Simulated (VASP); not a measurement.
# HfC: relaxation of cell and atoms with r2SCAN

The system is HfC.

```
CELL_PARAMETERS angstrom
0.00000 2.31683 2.31683
2.31683 0.00000 2.31683
2.31683 2.31683 0.00000
ATOMIC_POSITIONS crystal
Hf 0.50000 0.50000 0.50000
C 0.00000 0.00000 0.00000
```

| Quantity | Value |
| --- | --- |
| Program | VASP 6.6.1 |
| Task | relaxation of cell and atoms |
| Functional | r2SCAN |
| Potentials or basis | VASP PAW PBE potentials, release 64 (Hf_pv, C) |
| Cutoff | 600 eV |
| k mesh | 14 × 14 × 14 |
| Occupations | methfessel-paxton, width 0.1 eV |
| Spin | no spin polarisation |
| Further INCAR settings | ALGO = Normal; EDIFF = 1e-07; IBRION = 2; EDIFFG = -0.005; NSW = 90; ISIF = 3 |

```
Relaxed volume                         : 12.43 Å³/atom
Relaxed cell                           : a = 3.276 Å, b = 3.276 Å, c = 3.276 Å, α = 60.00°, β = 60.00°, γ = 60.00°
Space group after relaxing (to 0.05 Å) : Fm-3m (No. 225)
Energy gained by relaxing              : 0.0 meV/atom
Ionic steps                            : 3
Pressure after relaxing                : 0.0 GPa
Band gap on the k mesh                 : none (metal or under the smearing width)
```

Final structure:
```cif
data_structure
_symmetry_space_group_name_H-M 'P 1'
_symmetry_Int_Tables_number 1
_cell_length_a 3.2762
_cell_length_b 3.2762
_cell_length_c 3.2762
_cell_angle_alpha 60.000
_cell_angle_beta 60.000
_cell_angle_gamma 60.000
_cell_volume 24.87
loop_
_atom_site_label
_atom_site_type_symbol
_atom_site_fract_x
_atom_site_fract_y
_atom_site_fract_z
_atom_site_occupancy
Hf1 Hf 0.50000 0.50000 0.50000 1
C1 C 0.00000 0.00000 0.00000 1
```

Levels at points of the mesh, in eV from the Fermi level:
```tsv
k point	band 3	band 4	band 5	band 6	band 7	band 8	band 9	band 10	band 11
(0.00, 0.00, 0.00)	-30.69	-13.09	1.01	1.01	1.01	1.64	1.64	1.64	3.58
(0.50, 0.00, 0.00)	-30.76	-9.29	-6.36	-3.18	-3.18	5.72	5.72	6.27	7.04
(0.50, 0.50, 0.00)	-30.94	-11.20	-2.79	-1.65	-0.16	-0.16	5.53	7.16	7.16
```

Wall time 6 min on 1 thread of AMD EPYC 7R13 Processor (Zen 3), on a shared host, peak memory 0.17 GiB.

Caveat: the PAW data sets were made with another functional, which shifts forces and pressure a little. The run has no spin-orbit coupling, so splittings on Hf are missing.
